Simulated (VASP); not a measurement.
A run of VASP 6.6.1 is set up as follows.

INCAR

```
PREC     = Accurate       # precision mode
ENCUT    = 520            # plane-wave cutoff, eV
EDIFF    = 1E-7           # SCF threshold, eV
ISMEAR   = 0              # smearing method
SIGMA    = 0.011          # smearing width, eV
LREAL    = F              # projectors in reciprocal space
LASPH    = T              # aspherical terms in the spheres
NELM     = 100            # most SCF steps
ALGO     = Normal         # electronic algorithm
ISIF     = 2              # what is computed and relaxed
LWAVE    = F              # write WAVECAR
LCHARG   = F              # write CHGCAR
GGA      = PE             # functional
NBANDS   = 29             # bands
```

File KPOINTS:

```
regular mesh
0
Gamma
  7 7 7
```

File POSCAR:

```
TiSi2
1.0
    0.0000000000      4.1175163063      4.2628978354
    2.3895119538      0.0000000000      4.2628978354
    2.3895119538      4.1175163063      0.0000000000
Ti Si
2 4
Direct
    0.7500000000      0.7500000000      0.7500000000
    0.5000000000      0.5000000000      0.5000000000
    0.4125656100      0.0874343900      0.4125656100
    0.0874343900      0.4125656100      0.0874343900
    0.1625656100      0.8374343900      0.1625656100
    0.8374343900      0.1625656100      0.8374343900
```

Potentials or basis: VASP PAW PBE potentials, release 64 (Ti_sv, Si).

Run with:

```console
$ cat potpaw_PBE.64/Ti_sv/POTCAR potpaw_PBE.64/Si/POTCAR > POTCAR
$ mpirun -np 1 vasp_std > vasp.out
```

Task: Predict the pressure.

Result: 2.0 GPa.

Task: What does it give for the largest force?

Result: 0.011 eV/Å.

Stress tensor (GPa, compression positive):
```
2.36 0.00 0.00
0.00 0.76 0.00
0.00 0.00 2.91
```
